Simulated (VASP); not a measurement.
# MnS: convergence, band structure

MnS, P6_3mc (no. 186), 4 atoms in the cell. R2SCAN, DFT+U; PAW potentials Mn_pv, S (PBE set). VASP 6.6.1.

Wanted: band energies at the path's corners within 0.02 eV; smallest gap over path and mesh within 0.01 eV.

What the run is for: bands; Accuracy asked: standard; Route: KPOINTS_OPT.

Band energies at the path's corners: counted from the valence top.

POSCAR:
```
MnS
1.0
    3.9535769233      0.0000000000      0.0000000000
   -1.9767884617      3.4238980514      0.0000000000
    0.0000000000      0.0000000000      6.3425288600
Mn S
2 2
Direct
    0.6666666667      0.3333333333      0.4988446700
    0.3333333333      0.6666666667      0.9988446700
    0.3333333333      0.6666666667      0.6261543000
    0.6666666667      0.3333333333      0.1261543000
```

The series start from Plane-wave cutoff (eV): 310; k-point mesh: 5 × 5 × 3; k points a path segment: 12; Electronic threshold (eV): 1e-6; Precision mode (PREC): Accurate; Bands in all (NBANDS): 38; Aspherical gradient terms in the spheres (LASPH): yes; Highest l that the mixer handles (LMAXMIX): 4. Each series keeps the choices made before it, and each single choice may use up half of a tolerance.

## Plane-wave cutoff (eV)

| Plane-wave cutoff (eV) | Band energies at the path's corners, largest deviation (eV) | Smallest gap over path and mesh (eV) | Time (s) |
|---|---|---|---|
| 220 | 0.071 | 3.147 | 99 |
| 270 | 0.008 | 3.086 | 112 |
| 310 | 0.010 | 3.081 | 132 |
| 350 | 0.006 | 3.083 | 121 |
| 430 | 0.002 | 3.089 | 230 |
| 540 (reference) | 0.000 | 3.089 | 343 |

Chosen: 430, the loosest value from which every tighter one stays within half of the tolerance.

## k-point mesh

| k-point mesh | Band energies at the path's corners, largest deviation (eV) | Smallest gap over path and mesh (eV) | Time (s) |
|---|---|---|---|
| 2 × 2 × 1 | 0.064 | 3.097 | 166 |
| 3 × 3 × 2 | 0.011 | 3.092 | 201 |
| 4 × 4 × 2 | 0.004 | 3.091 | 189 |
| 4 × 4 × 3 | 0.003 | 3.090 | 204 |
| 5 × 5 × 3 | 0.001 | 3.089 | 230 |
| 7 × 7 × 4 | 0.000 | 3.088 | 234 |
| 8 × 8 × 5 (reference) | 0.000 | 3.088 | 303 |

Chosen: 4 × 4 × 2.

## Electronic threshold (eV)

| Electronic threshold (eV) | Band energies at the path's corners, largest deviation (eV) | Smallest gap over path and mesh (eV) | Time (s) |
|---|---|---|---|
| 0.001 | 0.002 | 3.087 | 65 |
| 0.0001 | 0.000 | 3.089 | 77 |
| 1e-5 | 0.000 | 3.091 | 59 |
| 1e-6 | 0.000 | 3.091 | 112 |
| 1e-7 (reference) | 0.000 | 3.091 | 66 |

Chosen: 0.001.

## Precision mode (PREC)

| Precision mode (PREC) | Band energies at the path's corners, largest deviation (eV) | Smallest gap over path and mesh (eV) | Time (s) |
|---|---|---|---|
| SingleN | 0.010 | 3.083 | 23 |
| Normal | 0.001 | 3.087 | 25 |
| Accurate (reference) | 0.000 | 3.087 | 65 |

Chosen: SingleN.

## Bands in all (NBANDS)

| Bands in all (NBANDS) | Band energies at the path's corners, largest deviation (eV) | Smallest gap over path and mesh (eV) | Time (s) |
|---|---|---|---|
| 26 | 0.002 | 3.084 | 15 |
| 27 | 0.003 | 3.084 | 16 |
| 28 | 0.003 | 3.084 | 15 |
| 30 | 0.002 | 3.084 | 22 |
| 38 | 0.001 | 3.083 | 23 |
| 48 (reference) | 0.000 | 3.083 | 32 |

Chosen: 26.

## Aspherical gradient terms in the spheres (LASPH)

| Aspherical gradient terms in the spheres (LASPH) | Band energies at the path's corners, largest deviation (eV) | Smallest gap over path and mesh (eV) | Time (s) |
|---|---|---|---|
| yes | 0.000 | 3.084 | 15 |
| no | 0.039 | 3.075 | 17 |

Chosen: yes; no other choice that stays within half of the tolerance saves 30 % of the time.

## Highest l that the mixer handles (LMAXMIX)

| Highest l that the mixer handles (LMAXMIX) | Band energies at the path's corners, largest deviation (eV) | Smallest gap over path and mesh (eV) | Time (s) |
|---|---|---|---|
| 4 | 0.000 | 3.084 | 15 |
| 2 | 0.000 | 3.084 | 24 |
| 6 | 0.000 | 3.084 | 21 |

Chosen: 4.

Also changed on the way, by series that aren't shown: k points a path segment: 5.

## All choices together

| Input | Band energies at the path's corners, largest deviation (eV) | Smallest gap over path and mesh (eV) | Time (s) |
|---|---|---|---|
| the program's defaults (naive) | 0.035 | 3.077 | 28 |
| chosen settings | 0.012 | 3.084 | 15 |
| reference settings throughout | 0.000 | 3.089 | 690 |

The tolerance is met.

## The input

INCAR:
```
SYSTEM = MnS
METAGGA = R2SCAN ; ISPIN = 2
MAGMOM = 4 -4 0 0 ; LORBIT = 11
LDAU = .True. ; LDAUTYPE = 2
LDAUL = 2 -1 ; LDAUU = 5 0
LDAUJ = 0 0 ; ISMEAR = 0
SIGMA = 0.03 ; LWAVE = .False.
LCHARG = .False. ; NBANDS = 26
PREC = SingleN ; LASPH = .True.
LREAL = .False. ; ALGO = Normal
EDIFF = 0.001 ; NELM = 200
GGA_COMPAT = .False. ; ENCUT = 430
EFERMI = MIDGAP ; LMAXMIX = 4
LMIXTAU = .True. ; KPAR = 4
```

KPOINTS:
```
Automatic mesh
0
Gamma
  4 4 2
  0 0 0
```

KPOINTS_OPT:
```
path GMKGALHA,LM,KH
5
line-mode
reciprocal
 0.0000000000  0.0000000000  0.0000000000  G
 0.5000000000  0.0000000000  0.0000000000  M

 0.5000000000  0.0000000000  0.0000000000  M
 0.3333333333  0.3333333333  0.0000000000  K

 0.3333333333  0.3333333333  0.0000000000  K
 0.0000000000  0.0000000000  0.0000000000  G

 0.0000000000  0.0000000000  0.0000000000  G
 0.0000000000  0.0000000000  0.5000000000  A

 0.0000000000  0.0000000000  0.5000000000  A
 0.5000000000  0.0000000000  0.5000000000  L

 0.5000000000  0.0000000000  0.5000000000  L
 0.3333333333  0.3333333333  0.5000000000  H

 0.3333333333  0.3333333333  0.5000000000  H
 0.0000000000  0.0000000000  0.5000000000  A

 0.5000000000  0.0000000000  0.5000000000  L
 0.5000000000  0.0000000000  0.0000000000  M

 0.3333333333  0.3333333333  0.0000000000  K
 0.3333333333  0.3333333333  0.5000000000  H
```

Commands:
```
cat potpaw_PBE.64/Mn_pv/POTCAR potpaw_PBE.64/S/POTCAR > POTCAR
mpirun -np 8 vasp_std > vasp.out
```

Limits: The moments start antiparallel; another order may lie lower.

The chosen input took VASP 6.6.1 15 s on 8 cores (Intel Xeon Platinum 8488C (Sapphire Rapids)), a shared host.

## An input that fails: fixed density asked without a density file

VASP's message: ERROR: charge density could not be read from file CHGCAR for ICHARG>10.

Changes against the starting input:
```
- NELM = 200
+ NELM = 95
+ ICHARG = 11
```
